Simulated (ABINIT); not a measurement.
# Ni (Fm-3m) in ABINIT: settings compared

Aim: see how the results for Ni move with the level of theory and the settings. Levels: PBEsol, RPBE, BLYP, AM05. Tasks: single point.

Program: ABINIT 10.8.3 (patched build). These are calculated values, not measurements. Logs are shortened: lines on timing, memory, paths and dates and some standing lists are left out, and cuts for length are marked. The log counts tension as positive stress, the text compression.

### Step 1. Starting point

It takes space group Fm-3m (No. 225, cubic). Conventional cell: a = 3.475 Å, b = 3.475 Å, c = 3.475 Å, α = 90.00°, β = 90.00°, γ = 90.00°. Ni (site symmetry m-3m) has 12 Ni at 2.46 Å as nearest neighbours.

### Step 2. Single point, PBEsol, collinear spin, ferromagnetic start

File run.abi:

```
# Pseudopotentials
pp_dirpath "./"
pseudos "Ni.GGA_PBE-JTH.xml"

# Structure
acell 2.4572992075 2.4572992075 2.4572992075 Angstrom
rprim
     0.0000000000     0.7071067812     0.7071067812
     0.7071067812     0.0000000000     0.7071067812
     0.7071067812     0.7071067812     0.0000000000
ntypat 1
znucl 28
natom 1
typat 1
xred
     0.0000000000     0.0000000000     0.0000000000

# Plane-wave basis
ecut 1333.357926 eV
pawecutdg 73.5
pawxcdev 0

# k points
kptopt 1
ngkpt 13 13 13
nshiftk 1
shiftk 0.0 0.0 0.0

# Exchange and correlation
ixc -116133

# Bands and occupations
nband 14
occopt 3
tsmear 0.05 eV

# Spin
nsppol 2
spinat
     0.0000000000     0.0000000000     1.0000000000

# SCF cycle
nstep 100
tolvrs 1.0e-9

# Output
iomode 3
prtwf 0
prtden 0
prteig 0
prtebands 0
```

Potentials or basis: JTH PAW PBE v2.0.

Run with:

```bash
$ abinit run.abi > log 2>&1
```

run.abo:

```text
.Version 10.8.3 of ABINIT
 Symmetries : space group Fm -3 m (#225); Bravais cF (face-center cubic)
================================================================================
 Values of the parameters that define the memory need of the present run
     intxc =       0    ionmov =       0      iscf =      17    lmnmax =      18
     lnmax =       6     mgfft =      30  mpssoang =       3    mqgrid =    3001
     natom =       1  nloc_mem =       2    nspden =       2   nspinor =       1
    nsppol =       2      nsym =      48    n1xccc =       1    ntypat =       1
    occopt =       3   xclevel =       2
       mpw =        1185          nfft =       27000          nkpt =          84
 PAW method is used; the additional fine FFT grid is defined by:
   mgfftf=        36    nfftf =     46656
================================================================================
================================================================================

--------------------------------------------------------------------------------
------------- Echo of variables that govern the present computation ------------
--------------------------------------------------------------------------------
 -outvars: echo values of preprocessed input variables --------
            acell      4.6436225116E+00  4.6436225116E+00  4.6436225116E+00 Bohr
              amu      5.86900000E+01
             ecut      4.90000000E+01 Hartree
                       outvar_i_n : Printing only first  50 k-points.
              ixc     -116133
                       outvar_i_n : Printing only first  50 k-points.
         kptrlatt       13    0    0      0   13    0      0    0   13
          kptrlen      6.03670927E+01
            natom           1
            nband          14
            ngfft          30      30      30
          ngfftdg          36      36      36
             nkpt          84
           nspden           2
           nsppol           2
            nstep         100
             nsym          48
           ntypat           1
                       prtocc : prtvol=0, do not print more k-points.
                       1.000000  1.000000  1.000000  1.000000  1.000000  1.000000
                       1.000000  1.000000  1.000000  0.000000  0.000000  0.000000
                       0.000000  0.000000
                       1.000000  1.000000  1.000000  1.000000  1.000000  1.000000
                       1.000000  1.000000  1.000000  0.000000  0.000000  0.000000
                       0.000000  0.000000
                       1.000000  1.000000  1.000000  1.000000  1.000000  1.000000
                       1.000000  1.000000  1.000000  0.000000  0.000000  0.000000
                       0.000000  0.000000
                       1.000000  1.000000  1.000000  1.000000  1.000000  1.000000
                       1.000000  1.000000  1.000000  0.000000  0.000000  0.000000
                       0.000000  0.000000
                       1.000000  1.000000  1.000000  1.000000  1.000000  1.000000
                       1.000000  1.000000  1.000000  0.000000  0.000000  0.000000
                       0.000000  0.000000
                       1.000000  1.000000  1.000000  1.000000  1.000000  1.000000
                       1.000000  1.000000  1.000000  0.000000  0.000000  0.000000
[... 118 lines left out ...]
                       1.000000  1.000000  1.000000  1.000000  1.000000  1.000000
                       1.000000  1.000000  1.000000  0.000000  0.000000  0.000000
                       0.000000  0.000000
                       1.000000  1.000000  1.000000  1.000000  1.000000  1.000000
                       1.000000  1.000000  1.000000  0.000000  0.000000  0.000000
                       0.000000  0.000000
                       1.000000  1.000000  1.000000  1.000000  1.000000  1.000000
                       1.000000  1.000000  1.000000  0.000000  0.000000  0.000000
                       0.000000  0.000000
                       1.000000  1.000000  1.000000  1.000000  1.000000  1.000000
                       1.000000  1.000000  1.000000  0.000000  0.000000  0.000000
                       0.000000  0.000000
                       1.000000  1.000000  1.000000  1.000000  1.000000  1.000000
                       1.000000  1.000000  1.000000  0.000000  0.000000  0.000000
                       0.000000  0.000000
                       prtocc : prtvol=0, do not print more k-points.
           occopt           3
        pawecutdg      7.35000000E+01 Hartree
         pawxcdev           0
           prtden           0
        prtebands           0
           prteig           0
            prtwf           0
            rprim      0.0000000000E+00  7.0710678120E-01  7.0710678120E-01
                       7.0710678120E-01  0.0000000000E+00  7.0710678120E-01
                       7.0710678120E-01  7.0710678120E-01  0.0000000000E+00
          spgroup         225
           spinat      0.0000000000E+00  0.0000000000E+00  1.0000000000E+00
           tolvrs      1.00000000E-09
           tsmear      1.83746611E-03 Hartree
            typat      1
           useylm           1
                       outvars : Printing only first  50 k-points.
[... 81 lines left out ...]
- [  0.0000000,   3.2835370,   3.2835370, ]
- [  3.2835370,   0.0000000,   3.2835370, ]
- [  3.2835370,   3.2835370,   0.0000000, ]
lattice_lengths: [   4.64362,    4.64362,    4.64362, ]
lattice_angles: [ 60.000,  60.000,  60.000, ] # degrees, (23, 13, 12)
lattice_volume:   7.0803663E+01
convergence: {deltae:  6.821E-13, res2:  1.136E-10, residm:  2.029E-06, diffor: null, }
etotal    :  -1.70768930E+02
entropy   :   0.00000000E+00
fermie    :   4.39160385E-01
cartesian_stress_tensor: # hartree/bohr^3
- [  6.38636381E-05,   0.00000000E+00,   0.00000000E+00, ]
- [  0.00000000E+00,   6.38636381E-05,   0.00000000E+00, ]
- [  0.00000000E+00,   0.00000000E+00,   6.38636381E-05, ]
pressure_GPa:  -1.8789E+00
xred      :
- [  0.0000E+00,   0.0000E+00,   0.0000E+00, Ni]
cartesian_forces: # hartree/bohr
- [ -0.00000000E+00,  -0.00000000E+00,  -0.00000000E+00, ]
force_length_stats: {min:   0.00000000E+00, max:   0.00000000E+00, mean:   0.00000000E+00, }
...

 Integrated electronic and magnetization densities in atomic spheres:
 ------------------------------------------------------------------------------------------------------------
 Radius=ratsph(iatom), smearing ratsm=  0.0000. Diff(up-dn)=approximate z local magnetic moment.
    Atom    Radius    up_density   dn_density  Total(up+dn)  Diff(up-dn)
    1 Ni   1.81432     8.252262     7.586762     15.839025     0.665500
 ------------------------------------------------------------------------------------------------------------
  Sum:                 8.252262     7.586762     15.839025     0.665500
 Total magnetization (from the atomic spheres):                0.665500
 Total magnetization (exact up - dn):                          0.628875

================================================================================

 ----iterations are completed or convergence reached----

 Mean square residual over all n,k,spin=   12.432E-10; max=  20.291E-07
 reduced coordinates (array xred) for    1 atoms
       0.000000000000      0.000000000000      0.000000000000
 rms dE/dt=  0.0000E+00; max dE/dt=  0.0000E+00; dE/dt below (all hartree)
    1       0.000000000000      0.000000000000      0.000000000000

 cartesian coordinates (angstrom) at end:
    1      0.00000000000000     0.00000000000000     0.00000000000000

 cartesian forces (hartree/bohr) at end:
    1     -0.00000000000000    -0.00000000000000    -0.00000000000000
 frms,max,avg= 0.0000000E+00 0.0000000E+00   0.000E+00  0.000E+00  0.000E+00 h/b

 cartesian forces (eV/Angstrom) at end:
    1     -0.00000000000000    -0.00000000000000    -0.00000000000000
 frms,max,avg= 0.0000000E+00 0.0000000E+00   0.000E+00  0.000E+00  0.000E+00 e/A
 length scales=  4.643622511585  4.643622511585  4.643622511585 bohr
              =  2.457299207500  2.457299207500  2.457299207500 angstroms
 Fermi (or HOMO) energy (hartree) =   0.43916   Average Vxc (hartree)=  -0.50216
 Magnetization (Bohr magneton)=  6.28874438E-01
 Total spin up =  9.31443722E+00   Total spin down =  8.68556278E+00
 Eigenvalues (hartree) for nkpt=  84  k points, SPIN UP:
 kpt#   1, nband= 14, wtk=  0.00046, kpt=  0.0000  0.0000  0.0000 (reduced coord)
  -3.36223   -1.90626   -1.90626   -1.90626    0.09181    0.34536    0.34536    0.34536
   0.39118    0.39118    1.31295    1.46685    1.46685    1.46685
      occupation numbers for kpt#   1
   1.00000    1.00000    1.00000    1.00000    1.00000    1.00000    1.00000    1.00000
   1.00000    1.00000    0.00000    0.00000    0.00000    0.00000
 prteigrs : prtvol=0 or 1, do not print more k-points.

 Eigenvalues (hartree) for nkpt=  84  k points, SPIN DOWN:
 kpt#   1, nband= 14, wtk=  0.00046, kpt=  0.0000  0.0000  0.0000 (reduced coord)
  -3.33200   -1.87665   -1.87665   -1.87665    0.09148    0.37217    0.37217    0.37217
   0.41390    0.41390    1.30897    1.46694    1.46694    1.46694
      occupation numbers for kpt#   1
   1.00000    1.00000    1.00000    1.00000    1.00000    1.00000    1.00000    1.00000
   1.00000    1.00000    0.00000    0.00000    0.00000    0.00000
 prteigrs : prtvol=0 or 1, do not print more k-points.

--- !EnergyTerms
iteration_state     : {dtset: 1, }
comment             : Components of total free energy in Hartree
kinetic             :  2.89256034796501E+01
hartree             :  3.91316048060509E+01
xc                  : -6.60208543064311E+00
Ewald energy        : -1.13101765475609E+02
psp_core            :  5.59096075346530E+00
local_psp           : -1.18911730854830E+02
PAW spherical_terms : -5.80104761089327E+00
internal            : -1.70768460332810E+02
'-kT*entropy'       : -4.72658839948283E-04
total_energy        : -1.70768932991650E+02
total_energy_eV     : -4.64685939444983E+03
...

--- !EnergyTermsDC
iteration_state     : {dtset: 1, }
comment             : '"Double-counting" decomposition of free energy'
band_energy         : -1.45749288570198E+01
Ewald energy        : -1.13101765475609E+02
psp_core            :  5.59096075346530E+00
xc_dc               : -3.71000679319770E+01
PAW spherical_terms : -1.15826554186937E+01
internal            : -1.70768456929835E+02
'-kT*entropy'       : -4.72658839948283E-04
total_energy_dc     : -1.70768929588675E+02
total_energy_dc_eV  : -4.64685930185016E+03
...

--- !EnergyTermsWithPAWCore
iteration_state     : {dtset: 1, }
comment             : 'Components of total free energy, including PAW core contributions'
Total energy        : -1.51952013857670E+03
Total energy DC     : -1.51952013517372E+03
Total energy (eV)   : -4.13482493993571E+04
Total energy DC (eV): -4.13482493067574E+04
...

 Cartesian components of stress tensor (hartree/bohr^3)
  sigma(1 1)=  6.38636381E-05  sigma(3 2)=  0.00000000E+00
  sigma(2 2)=  6.38636381E-05  sigma(3 1)=  0.00000000E+00
  sigma(3 3)=  6.38636381E-05  sigma(2 1)=  0.00000000E+00

-Cartesian components of stress tensor (GPa)         [Pressure= -1.8789E+00 GPa]
- sigma(1 1)=  1.87893310E+00  sigma(3 2)=  0.00000000E+00
- sigma(2 2)=  1.87893310E+00  sigma(3 1)=  0.00000000E+00
- sigma(3 3)=  1.87893310E+00  sigma(2 1)=  0.00000000E+00

== END DATASET(S) ==============================================================
================================================================================

 -outvars: echo values of variables after computation  --------
            acell      4.6436225116E+00  4.6436225116E+00  4.6436225116E+00 Bohr
           etotal     -1.7076892959E+02
            fcart     -0.0000000000E+00 -0.0000000000E+00 -0.0000000000E+00
            rprim      0.0000000000E+00  7.0710678120E-01  7.0710678120E-01
                       7.0710678120E-01  0.0000000000E+00  7.0710678120E-01
                       7.0710678120E-01  7.0710678120E-01  0.0000000000E+00
           strten      6.3863638074E-05  6.3863638074E-05  6.3863638074E-05
                       0.0000000000E+00  0.0000000000E+00  0.0000000000E+00
 Calculation completed.
```

It took 82 s on 1 thread of Arm Neoverse V2, shared host; peak memory 0.17 GiB.

What came out:

```
Free energy                                           : -4646.8593 eV
Pressure                                              : -1.9 GPa
Band gap on the k mesh                                : none (metal or under the smearing width)
Net moment                                            : 0.63 μB per cell
Site moments                                          : Ni +0.67 μB
Valence electrons inside the program's atomic spheres : Ni 15.84 (radii [0.9601] Å)
```

Levels at points of the mesh, in eV from the Fermi level:
Spin up:
```csv
k point,band 5,band 6,band 7,band 8,band 9,band 10,band 11,band 12,band 13,band 14
"(0.00, 0.00, 0.00)",-9.45,-2.55,-2.55,-2.55,-1.31,-1.31,23.78,27.96,27.96,27.96
```
Spin down:
| k point | band 5 | band 6 | band 7 | band 8 | band 9 | band 10 | band 11 | band 12 | band 13 | band 14 |
| --- | --- | --- | --- | --- | --- | --- | --- | --- | --- | --- |
| (0.00, 0.00, 0.00) | -9.46 | -1.82 | -1.82 | -1.82 | -0.69 | -0.69 | 23.67 | 27.97 | 27.97 | 27.97 |

Caveat: the PAW data sets were made with another functional, which shifts forces and pressure a little.

[end of part 1 of 2]
